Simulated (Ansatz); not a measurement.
# Co (P6_3/mmc) in Ansatz: single point with PBE

Aim: the single point of Co with PBE.

All numbers are computed with Ansatz 0.2.0; they aren't measurements. Logs are shortened: lines on timing, memory, paths and dates and some standing lists are left out, and cuts for length are marked.

## (1) Starting point

Symmetry: P6_3/mmc, No. 194, hexagonal system. Conventional cell: a = 2.472 Å, b = 2.472 Å, c = 4.021 Å, α = 90.00°, β = 90.00°, γ = 120.00°. Co (site symmetry -6m2) is surrounded by 12 Co at 2.47 Å.

## (2) Single point, PBE, collinear spin, ferromagnetic start

input.yaml reads:

```yaml
crystal:
  lattice:
    - [2.4719999032, 0.0, 0.0]
    - [-1.2359999516, 2.1408147143, 0.0]
    - [0.0, 0.0, 4.02114408]
  atoms:
    - { symbol: Co, position: [0.6666666667, 0.3333333333, 0.75], spin: 3.5 }
    - { symbol: Co, position: [0.3333333333, 0.6666666667, 0.25], spin: 3.5 }
hamiltonian:
  xc: pbe
  pseudopotentials: { kind: paw }
magnetization:
  spin_polarized: true
kpoints:
  mp_grid: { grid: [12, 12, 7] }
scf:
  occupations: { method: fermi_dirac, width: 0.05 }
output:
  forces: true
  stress: true
  eigenvalues: true
```

Potentials or basis: Ansatz PAW.

Run with:

```bash
> ansatz run input.yaml --threads 2 --pin off --max-ram 5120MiB --backend cpu --events-out ev --progress --plain --runs-dir out
```

Standard output:

```text
Warning: where an SCF of this run starts from atoms to list the orders of its open shells, Co (sites 0, 1, from 0) starts with 3.00 μB on its 3d shell, in the place of the 3.50 μB that the deck gives it: its open shells can hold no more by Hund's first rule. To start from spheres of the given moment, type scf.initial_density.shell_occupations: []
Warning: RAYON_NUM_THREADS=2 ignored (pool sized by the plan → 2); use --threads N
Engine: ansatz 0.2.0, aarch64-unknown-linux-gnu
Pseudopotentials: kind: paw
Pseudopotential: Co, paw, valence charge 17, recommended cutoff 420 eV (normal), Co.paw.azcp
Functional definition: PBE
  parameter kappa = 0.804
  parameter beta = 0.06672455060314922
  exchange = pbe_x(kappa = kappa, mu = beta*pi^2/3)
  correlation = pbe_c(beta = beta)
Crystal: 2 atoms, lattice volume = 21.280 Å³
Basis set: ecut = 420 eV, 391 PW (Γ), exchange–correlation on 36×36×54 points (8 copies of the dense FFT grid, shifted against one another)
Bands: 25, of which v1, the nominal top of the filled ones, is band 17 counted from 1 (16 counted from 0)
Symmetry: 24 space group operations
Space group: P63/mmc (ITA 194), of the structure as read, at distance tolerance 2.8e-5 Å
Magnetic group: BNS 194.263 (UNI 1493), of the structure as read, at distance tolerance 2.8e-5 Å
k-points: 76 of 1008
Non-local potential: Co, projectors of the file, l = 0: 3, l = 1: 2, l = 2: 3, l = 3: 1
PAW form: soft (Blöchl's): semilocal exchange-correlation on the pseudo side does not see the compensation charge
PAW one-centre angular grid: Co, 590 points (default); XC on 64 Gauss nodes
Initial density: superposition of atomic densities (chi_scale 0.1, normalization cell)
Starting moments: Σ|m| = 7 μB on 2 of 2 sites
Initial wavefunctions: pseudopotential atomic-orbital guess
Functional: x = pbe(κ = 0.804, μ = 0.2195149727645171), c = pbe(β = 0.06672455060314922)
SCF iter   1: F=—  HF=-10252.048719 eV  |F-HF|=—  |Δ(HF+E_count)|=         —  Δρ=1.94e-1 (↑1.94e-1 ↓6.80e-2)  dr2=2.74e0  dr2_m=3.02e0  M=3.594 μB ∫|m|=3.754 μB  β_m=0.30  ethr=3.10e-3  ⟨swp⟩=5.5  Hψ=14633  notcnv=0
Mixer restart at iter 1: flushing history
preconditioner: auto → none  [metal: Δε(μ)=0.027 eV  Ē_g=11.881 eV  σ=0.050 eV  W_gap=0.13  n_scr=8 (ndim 8)  ℏωp=34.2 eV  f_vac=0.000  D(μ)=1.45/eV (n_scr^D=22)  sad-step TF]
SCF iter   2: F=—  HF=-10251.028916 eV  |F-HF|=—  |Δ(HF+E_count)|=    1.02e0  Δρ=9.66e-2 (↑9.66e-2 ↓7.33e-2)  dr2=1.70e-1  dr2_m=1.39e0  M=3.578 μB ∫|m|=3.771 μB  β_m=0.47  ethr=3.10e-3  ⟨swp⟩=2.7  Hψ=7104  notcnv=0  defer=264
SCF iter   3: F=—  HF=-10252.043243 eV  |F-HF|=—  |Δ(HF+E_count)|=    1.01e0  Δρ=5.99e-2 (↑5.99e-2 ↓2.29e-2)  dr2=2.30e-1  dr2_m=3.11e-1  M=3.398 μB ∫|m|=3.661 μB  β_m=0.49  ethr=5.01e-4  ⟨swp⟩=2.7  Hψ=7286  notcnv=0  defer=264
SCF iter   4: F=—  HF=-10252.266690 eV  |F-HF|=—  |Δ(HF+E_count)|=   2.23e-1  Δρ=1.62e-2 (↑4.21e-3 ↓1.62e-2)  dr2=4.55e-2  dr2_m=8.84e-3  M=3.251 μB ∫|m|=3.569 μB  β_m=0.75  ethr=5.01e-4  ⟨swp⟩=2.1  Hψ=5885  notcnv=0  defer=248
SCF iter   5: F=—  HF=-10252.262747 eV  |F-HF|=—  |Δ(HF+E_count)|=   3.94e-3  Δρ=2.53e-2 (↑5.67e-3 ↓2.53e-2)  dr2=8.77e-2  dr2_m=2.90e-2  M=3.144 μB ∫|m|=3.472 μB  β_m=0.61  ethr=1.34e-4  ⟨swp⟩=2.8  Hψ=7934  notcnv=0  defer=244
SCF iter   6: F=—  HF=-10252.291643 eV  |F-HF|=—  |Δ(HF+E_count)|=   2.89e-2  Δρ=1.15e-2 (↑2.47e-3 ↓1.15e-2)  dr2=1.56e-2  dr2_m=7.02e-3  M=3.180 μB ∫|m|=3.502 μB  β_m=0.81  ethr=1.34e-4  ⟨swp⟩=2.3  Hψ=6624  notcnv=0  defer=239
SCF iter   7: F=—  HF=-10252.299199 eV  |F-HF|=—  |Δ(HF+E_count)|=   7.56e-3  Δρ=2.42e-3 (↑5.56e-4 ↓2.42e-3)  dr2=5.97e-4  dr2_m=3.53e-4  M=3.203 μB ∫|m|=3.520 μB  β_m=0.86  ethr=4.60e-5  ⟨swp⟩=2.2  Hψ=6195  notcnv=0  defer=241
SCF iter   8: F=—  HF=-10252.299655 eV  |F-HF|=—  |Δ(HF+E_count)|=   4.56e-4  Δρ=3.09e-4 (↑1.06e-4 ↓3.09e-4)  dr2=8.48e-6  dr2_m=7.51e-6  M=3.208 μB ∫|m|=3.525 μB  β_m=0.83  ethr=1.76e-6  ⟨swp⟩=2.0  Hψ=6286  notcnv=0  defer=239
SCF iter   9: F=—  HF=-10252.299664 eV  |F-HF|=—  |Δ(HF+E_count)|=   8.47e-6  Δρ=3.03e-5 (↑1.55e-5 ↓3.03e-5)  dr2=5.64e-8  dr2_m=9.12e-8  M=3.209 μB ∫|m|=3.526 μB  β_m=0.91  ethr=2.49e-8  ⟨swp⟩=2.0  Hψ=5266  notcnv=0  defer=239
SCF iter  10: F=—  HF=-10252.299664 eV  |F-HF|=—  |Δ(HF+E_count)|=   5.03e-8  Δρ=6.64e-6 (↑6.64e-6 ↓4.07e-6)  dr2=1.06e-8  dr2_m=6.78e-10  M=3.209 μB ∫|m|=3.526 μB  β_m=0.96  ethr=1.66e-10  ⟨swp⟩=2.0  Hψ=6342  notcnv=0  defer=239
SCF iter  11: F=-10252.299664 eV  HF=-10252.299664 eV  |F-HF|=6.15e-10  |Δ(HF+E_count)|=  3.46e-10  Δρ=1.20e-6 (↑1.18e-6 ↓1.20e-6)  dr2=7.03e-10  dr2_m=6.55e-12  M=3.209 μB ∫|m|=3.526 μB  ethr=3.11e-11  ⟨swp⟩=5.8  Hψ=13319  notcnv=0
SCF 1 converged in 11 iterations: F = -10252.299664 eV  dr2 = 7.03e-10
SCF converged after 11 iterations
Magnetization: 3.2091 μB (18.6046 up, 15.3954 down)
Absolute magnetization: 3.5271 μB (∫|ρ↑−ρ↓|, with the PAW one-centre terms)
Spin contamination: 0.0536 ħ² per cell (⟨S²⟩ above its minimum at these occupations)
Per-site moments (μB) at R_I (Å): [(1.6775935047911705, 1.017072079847606), (1.677593504791171, 1.017072079847606)]
Free energy (F): -10252.299664 eV
Harris-Foulkes:  -10252.299664 eV  (|F-HF|=6.15e-10)
Internal energy: -10252.283984 eV  (E = F + TS)
E sigma→0 (E₀):  -10252.291824 eV
Entropy (-TS):   -0.015680 eV (-7.840 meV/atom)
Fermi energy:    19.134841 eV
--- Per-component energies (eV) ---
  E_band       = -473.708291
  E_kinetic    = 908.524589
  E_local      = -5608.906446  (includes V_loc(G=0)·N_el)
  E_nonlocal   = 908.113911
  E_hartree    = 2353.395619
  E_xc         = -318.482791
  E_vxc        = -411.018471  (∫ρ·V_xc dr)
  E_paw        = -3030.375975  (= ΣΔE_a)
  E_vpaw       = -977.210663  (= ΣTr[D̂ρ^β])
  E_aug_tail   = 0.000156  (compensation charges beyond the density's cutoff)
  E_ewald      = -5464.553046
  E_smearing   = -0.015680  (= −TS)
  E_closure    = -0.000000  (closes the sum)
  Σ components = -10252.299664   (vs F -10252.299664, Δ=0.00e0)
--- Forces (eV/Å), atoms counted from 1 ---
  atom   1  Co    -0.00000000    -0.00000000     0.00000000
  atom   2  Co     0.00000000     0.00000000     0.00000000
  max |Σ_I F_I| component: 4.63e-18 eV/Å
--- Stress (GPa, compression-positive) ---
        5.675622       0.000000       0.000000
        0.000000       5.675622       0.000000
        0.000000       0.000000       2.896441
  P = ⅓ Tr σ = 4.7492 GPa (47.492 kbar)
--- Band table (eV; the first three rows and the last of 152) ---
  k-point 0 ↑: bands = ["-76.9423", "-76.8815", "-40.3506", "-40.0452", "-40.0452", "-40.0021", "-39.9956", "-39.9956", "9.9959", "13.8493", "16.4510", "16.5076", "16.5076", "16.8269", "16.8269", "17.2119", "17.2119", "18.3357", "18.3357", "18.8810", "25.5217", "41.1400", "43.7807", "43.7807", "44.2271"]
  k-point 1 ↑: bands = ["-76.9393", "-76.8845", "-40.3336", "-40.0427", "-40.0427", "-40.0196", "-39.9981", "-39.9981", "10.2031", "13.8003", "16.3973", "16.4575", "16.4575", "16.7715", "16.7715", "17.3360", "17.3360", "18.1332", "18.3232", "18.3232", "26.6798", "41.0352", "42.7780", "43.8202", "43.9609"]
  k-point 2 ↑: bands = ["-76.9309", "-76.8930", "-40.2858", "-40.0685", "-40.0358", "-40.0358", "-40.0049", "-40.0049", "10.8052", "13.5253", "16.2627", "16.3969", "16.3969", "16.6392", "16.6392", "16.9016", "17.6031", "17.6031", "18.2629", "18.2629", "29.2531", "39.2121", "41.4449", "42.9702", "44.4733"]
  k-point 75 ↓: bands = ["-74.8116", "-74.8116", "-38.2786", "-38.2786", "-38.2169", "-38.1919", "-38.0542", "-38.0542", "16.3947", "16.4706", "16.5011", "16.5011", "17.3480", "17.3480", "18.8343", "19.1028", "20.2574", "20.2574", "25.5511", "25.5511", "26.6652", "27.9171", "29.6208", "29.6208", "41.1286"]
```

It took 4 s on 2 threads of Arm Neoverse V1, shared host; peak memory 0.34 GiB.

Results:

```yaml
Free_energy: -10252.2997 eV
Pressure: 4.7 GPa
Band_gap_on_the_k_mesh: none (metal or under the smearing width)
Net_moment: 3.21 μB per cell
Absolute_moment: 3.53 μB per cell
Site_moments: Co +1.68 μB
```
